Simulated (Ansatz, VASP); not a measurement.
**C: VASP beside Ansatz**

Contents of POSCAR:

```
C
1.0
    1.7834000000     -1.7834000000      0.0000000000
    1.7834000000      0.0000000000     -1.7834000000
    7.1336000000      7.1336000000      7.1336000000
C
12
Direct
    0.6666666667      0.6666666667      0.4166666667
    0.0000000000      0.0000000000      0.2500000000
    0.3333333333      0.3333333333      0.5833333333
    0.6666666667      0.6666666667      0.9166666667
    1.0000000000      1.0000000000      0.7500000000
    0.3333333333      0.3333333333      0.0833333333
    0.6666666667      0.6666666667      0.5416666667
    1.0000000000      1.0000000000      0.3750000000
    0.3333333333      0.3333333333      0.7083333333
    0.6666666667      0.6666666667      0.0416666667
    0.0000000000      0.0000000000      0.8750000000
    0.3333333333      0.3333333333      0.2083333333
```

INCAR.step1

```
SYSTEM = C
  PREC = Accurate
  ENCUT = 520
  ISMEAR = 0
  SIGMA = 0.05
  LREAL = .False.
  LASPH = .True.
  NELM = 100
  NBANDS = 36
  GGA = PE
  ALGO = Normal
  EDIFF = 1E-4
  LWAVE = .True.
  LCHARG = .False.
```

INCAR.step2

```
SYSTEM = C
  PREC = Accurate
  ENCUT = 520
  EDIFF = 1E-6
  ISMEAR = 0
  SIGMA = 0.05
  LREAL = .False.
  LASPH = .True.
  NELM = 100
  ALGO = Normal
  ISIF = 2
  LWAVE = .False.
  LCHARG = .False.
  METAGGA = R2SCAN
  LMIXTAU = .True.
  NBANDS = 36
  ISTART = 1
```

Contents of KPOINTS:

```
Automatic mesh
0
Gamma
  10 10 2
  0 0 0
```

Input for Ansatz:

```yaml
crystal:
  lattice:
    - [1.7834, -1.7834, 0.0]
    - [1.7834, 0.0, -1.7834]
    - [7.1336, 7.1336, 7.1336]
  atoms:
    - { symbol: C, position: [0.6666666667, 0.6666666667, 0.4166666667] }
    - { symbol: C, position: [0.0, 0.0, 0.25] }
    - { symbol: C, position: [0.3333333333, 0.3333333333, 0.5833333333] }
    - { symbol: C, position: [0.6666666667, 0.6666666667, 0.9166666667] }
    - { symbol: C, position: [1.0, 1.0, 0.75] }
    - { symbol: C, position: [0.3333333333, 0.3333333333, 0.0833333333] }
    - { symbol: C, position: [0.6666666667, 0.6666666667, 0.5416666667] }
    - { symbol: C, position: [1.0, 1.0, 0.375] }
    - { symbol: C, position: [0.3333333333, 0.3333333333, 0.7083333333] }
    - { symbol: C, position: [0.6666666667, 0.6666666667, 0.0416666667] }
    - { symbol: C, position: [0.0, 0.0, 0.875] }
    - { symbol: C, position: [0.3333333333, 0.3333333333, 0.2083333333] }
basis:
  ecutwfc: 500
kpoints:
  mp_grid: { grid: [10, 10, 2] }
hamiltonian:
  xc: r2scan
scf:
  occupations: { method: gaussian, width: 0.05 }
output:
  forces: true
  stress: true
  eigenvalues: true
  write_density: true
  write_potential: true
  elf: true
  volumetric_format: npy
```

Alike in both runs: task single point; functional r2SCAN; k mesh 10 × 10 × 2; occupations gaussian, width 0.05 eV; no spin polarisation.

```csv
,VASP,Ansatz
version,VASP 6.6.1,Ansatz 0.2.0
potentials or method,"VASP PAW PBE potentials, release 64 (C)","scalar-relativistic, plane waves, PAW"
plane-wave cutoff (eV),520,500
valence electrons in the cell,48,48
```

|  | VASP | Ansatz | Ansatz less VASP |
| --- | --- | --- | --- |
| gap on the k mesh at the Fermi level (eV) | 4.37 | 4.40 | +0.028 |
| least direct gap on the mesh (eV) | 5.84 | 5.88 | +0.045 |
| pressure (GPa) | -1.4 | -2.4 | -1.09 |

With one functional, cell and mesh, what is left measures potentials, basis and numerics.

Caveats: the PAW data sets were made with another functional, which shifts forces and pressure a little (VASP).
